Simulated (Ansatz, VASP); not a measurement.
Ag: VASP beside Ansatz

```xyz
1
Lattice="0.0000 2.0427 2.0427 2.0427 0.0000 2.0427 2.0427 2.0427 0.0000" Properties=species:S:1:pos:R:3 pbc="T T T"
Ag    0.0000    0.0000    0.0000
```

Alike in both runs: task relaxation of cell and atoms; functional BLYP; dispersion D3(BJ); k mesh 11 × 11 × 11; occupations fermi-dirac, width 0.05 eV; no spin polarisation.

|  | VASP | Ansatz |
| --- | --- | --- |
| version | VASP 6.6.1 | Ansatz 0.2.0 |
| potentials or method | VASP PAW PBE potentials, release 64 (Ag), cutoff 600 eV | all-electron LAPW, scalar-relativistic |

```tsv
	VASP	Ansatz	Ansatz less VASP
relaxed volume (Å³/atom)	16.91	16.89	-0.023
relaxed cell length with the largest relative difference (Å)	2.881	2.880	-0.0013
```

Ansatz ran all-electron here, so the differences hold the error of VASP's frozen core and of both bases.

Caveats: the PAW data sets were made with another functional, which shifts forces and pressure a little (VASP); pairwise dispersion overbinds metals, which lowers pressure and volume (VASP).
